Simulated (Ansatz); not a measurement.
# As: the cost of one run

Computed with Ansatz 0.2.0 (DFT PBE, scalar-relativistic, plane waves, PAW, unless a step's input says otherwise).

7 further runs of the same task are left out: 7 set aside as unsound or not needed.

### Step 1. The system as given

The structure is trigonal, space group R-3m (No. 166). Conventional cell: a = 3.812 Å, b = 3.812 Å, c = 9.954 Å, α = 90.00°, β = 90.00°, γ = 120.00°. As (site symmetry 3m) is surrounded by 3 As at 2.57 Å.

Structure file:

```
As
1.0
     1.90585    1.10034    3.31791
    -1.90585    1.10034    3.31791
     0.00000   -2.20069    3.31791
As
2
Direct
  0.23364 0.23364 0.23364
  0.76636 0.76636 0.76636
```

This is candidate A: Sb type (R-3m, No. 166).

(A quick probe on a coarse mesh, which set the mesh and smearing, is not shown.)

### Step 3. Coarse relaxation (candidate A)

input.yaml

```yaml
crystal:
  lattice:
    - [1.9058510114, 1.1003435945, 3.3179136451]
    - [-1.9058510114, 1.1003435945, 3.3179136451]
    - [0.0, -2.2006871889, 3.3179136451]
  atoms:
    - { symbol: As, position: [0.23364, 0.23364, 0.23364] }
    - { symbol: As, position: [0.76636, 0.76636, 0.76636] }
basis:
  ecutwfc: 420
kpoints:
  mp_grid: { grid: [6, 6, 6] }
hamiltonian:
  xc: pbe
scf:
  occupations: { method: gaussian, width: 0.1 }
  lower_state_search: "off"
output:
  forces: true
  stress: true
  eigenvalues: true
relax:
  adjacent_minimum: "off"
  f_tol: 0.04
  max_steps: 70
  cell: { stress_tol: 0.4 }
```

What time and memory should one allow on 1 thread of an x86-64 CPU, shared host?

About 7.1 s, with a peak of 0.37 GiB.
